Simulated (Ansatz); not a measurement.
# AgBr (Fm-3m): how the settings move a single-point run

Aim: see which settings change the result for AgBr (Fm-3m), by how much, and at what cost.

Computed with Ansatz 0.2.0 (reference: DFT PBE, scalar-relativistic, plane waves, PAW, unless a step's input says otherwise).

3 further runs of the same task are left out: 2 that didn't finish, 1 set aside as unsound or not needed. Runs told in other sessions of the task aren't counted.

## 1. The system as given

Symmetry: Fm-3m, No. 225, cubic system. The conventional cell has a = 5.841 Å, b = 5.841 Å, c = 5.841 Å, α = 90.00°, β = 90.00°, γ = 90.00°. Around Ag (site symmetry m-3m) lie 6 Br at 2.92 Å. Around Br (site symmetry m-3m) lie 6 Ag at 2.92 Å.

As a file:

```cif
data_structure
_symmetry_space_group_name_H-M 'P 1'
_symmetry_Int_Tables_number 1
_cell_length_a 4.1299
_cell_length_b 4.1299
_cell_length_c 4.1299
_cell_angle_alpha 60.000
_cell_angle_beta 60.000
_cell_angle_gamma 60.000
_cell_volume 49.81
loop_
_atom_site_label
_atom_site_type_symbol
_atom_site_fract_x
_atom_site_fract_y
_atom_site_fract_z
_atom_site_occupancy
Ag1 Ag 0.50000 0.50000 0.50000 1
Br1 Br 0.00000 0.00000 0.00000 1
```

## 2. Reference

input.yaml

```yaml
crystal:
  lattice:
    - [0.0, 2.9202557254, 2.9202557254]
    - [2.9202557254, 0.0, 2.9202557254]
    - [2.9202557254, 2.9202557254, 0.0]
  atoms:
    - { symbol: Ag, position: [0.5, 0.5, 0.5] }
    - { symbol: Br, position: [0.0, 0.0, 0.0] }
basis:
  ecutwfc: 420
  ecutrho_ratio: 4
kpoints:
  mp_grid: { grid: [10, 10, 10] }
hamiltonian:
  xc: pbe
scf:
  occupations: { method: gaussian, width: 0.05 }
output:
  forces: true
  stress: true
  eigenvalues: true
```

Command:

```sh
$ ansatz run input.yaml --threads 2 --pin off --max-ram 2662MiB --backend cpu --events-out ev --progress --plain --runs-dir out
```

## 3. Changing settings: mixing.algorithm msr1, mixing.beta 0.3, mixing.ndim 2

input.yaml, as its differences from that of step 2:

```diff
@@ -17,2 +17,3 @@
   occupations: { method: gaussian, width: 0.05 }
+  mixing: { algorithm: msr1, beta: 0.3, ndim: 2 }
 output:
@@ -20,2 +21 @@
   stress: true
-  eigenvalues: true
```

## 4. Variant: ecutwfc 350 eV, xc revpbe, hubbard.sites [{species: Ag, l: d, u_eff: 6.0}], hubbard.double_counting amf

input.yaml, as its differences from that of step 2:

```diff
@@ -9,3 +9,3 @@
 basis:
-  ecutwfc: 420
+  ecutwfc: "350 eV"
   ecutrho_ratio: 4
@@ -14,3 +14,4 @@
 hamiltonian:
-  xc: pbe
+  xc: revpbe
+  hubbard: { sites: [{ species: Ag, l: d, u_eff: 6.0 }], double_counting: amf }
 scf:
@@ -20,2 +21 @@
   stress: true
-  eigenvalues: true
```

## 5. Changed: ecutwfc 44.1 Ry, xc rpbe

input.yaml, as its differences from that of step 2:

```diff
@@ -9,3 +9,3 @@
 basis:
-  ecutwfc: 420
+  ecutwfc: "44.1 Ry"
   ecutrho_ratio: 4
@@ -14,3 +14,3 @@
 hamiltonian:
-  xc: pbe
+  xc: rpbe
 scf:
@@ -20,2 +20,5 @@
   stress: true
-  eigenvalues: true
+  write_density: true
+  write_potential: true
+  elf: true
+  volumetric_format: npy
```

## 6. Changing settings: ecutrho_ratio 9, dispersion d3bjatm

input.yaml, as its differences from that of step 2:

```diff
@@ -10,3 +10,3 @@
   ecutwfc: 420
-  ecutrho_ratio: 4
+  ecutrho_ratio: 9
 kpoints:
@@ -15,2 +15,3 @@
   xc: pbe
+  dispersion: d3bjatm
 scf:
@@ -20,2 +21 @@
   stress: true
-  eigenvalues: true
```

## 7. Variant: occupations.method fermi_dirac, occupations.width 0.2

input.yaml, as its differences from that of step 2:

```diff
@@ -16,3 +16,3 @@
 scf:
-  occupations: { method: gaussian, width: 0.05 }
+  occupations: { method: fermi_dirac, width: 0.2 }
 output:
@@ -20,2 +20,5 @@
   stress: true
-  eigenvalues: true
+  write_density: true
+  write_potential: true
+  elf: true
+  volumetric_format: npy
```

What does the calculation give? Wanted: for each run, ending; energy change; pressure; gap; force.

**Answer**, as computed:

```tsv
run	ending	energy change	pressure (GPa)	gap (eV)	force (eV/Å)	cycles	time
reference	converged	0	0.0	0.69	0.00	6	1 s
1: mixing.algorithm msr1, mixing.beta 0.3, mixing.ndim 2	converged	0.0 meV/atom	0.0	0.69	0.00	6	0.95 s
2: ecutwfc 350 eV, xc revpbe, hubbard.sites [{species: Ag, l: d, u_eff: 6.0}], hubbard.double_counting amf	converged	not comparable	1.9	0.81	0.00	8	1.5 s
3: ecutwfc 44.1 Ry, xc rpbe	converged	not comparable	2.7	0.87	0.00	6	2.4 s
4: ecutrho_ratio 9, dispersion d3bjatm	converged	-323.8 meV/atom (offset of the dispersion model)	-2.0	0.69	0.00	6	1.1 s
5: occupations.method fermi_dirac, occupations.width 0.2	converged	+1.0 meV/atom (σ→0)	0.0	0.69	0.00	6	1.3 s
```

Times don't compare one to one where runs were asked for different outputs or read a saved state (see the inputs); cycles may leave out searches for a lower state.

Residual by cycle in the longest SCF loop of each run; runs are numbered as in the table. The quantity is the density residual dr2, in eV.

```tsv
cycle	reference	run 1	run 2	run 3	run 4	run 5
1	3.9e-5	3.9e-5	1.21	0.00752	3.9e-5	5.9e-5
2	1.8e-5	2.4e-5	0.288	0.00113	1.8e-5	1.3e-5
3	2.5e-6	5.1e-6	0.0049	1.9e-4	2.5e-6	5.2e-6
4	5.2e-7	8.2e-7	9.7e-4	3.5e-5	5.2e-7	2.3e-7
5	4.0e-8	2.0e-7	6.3e-5	1.0e-6	4.2e-8	1.8e-8
6	2.1e-9	4.5e-8	6.9e-6	9.0e-9	2.6e-9	7.0e-10
7	-	-	3.0e-7	-	-	-
8	-	-	7.3e-9	-	-	-
```

What this shows: Run 2 ran under the cutoff that the potentials recommend, as the log warns, so basis error is mixed into its values. A changed U is a change of model: its shifts are not errors of convergence.
